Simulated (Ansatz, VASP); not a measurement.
# AlCo: VASP beside Ansatz

```xyz
4
Lattice="2.6692 0.0000 0.0000 -1.3346 2.3116 0.0000 0.0000 0.0000 7.4915" Properties=species:S:1:pos:R:3 pbc="T T T"
Co    0.0000    0.0000    0.0000
Co    0.0000    0.0000    3.7458
Al    0.0000    1.5411    1.8729
Al    1.3346    0.7705    5.6186
```

Alike in both runs: task single point; functional PBE; k mesh 11 × 11 × 6; occupations fermi-dirac, width 0.1 eV; no spin polarisation.

|  | VASP | Ansatz |
| --- | --- | --- |
| version | VASP 6.6.1 | Ansatz 0.2.0 |
| potentials or method | VASP PAW PBE potentials, release 64 (Co, Al), cutoff 520 eV | all-electron LAPW, scalar-relativistic |

Ansatz gave:

```
pressure (GPa)                                  : 9.9
largest component of the traceless stress (GPa) : 0.07
```

Problem. Estimate VASP's values.

Solution. Pressure (GPa): 9.9; largest component of the traceless stress (GPa): 0.29.

Ansatz ran all-electron here, so the differences hold the error of VASP's frozen core and of both bases.

Spin polarisation is off, so any magnetic state and its effect on volume and gap are missing.
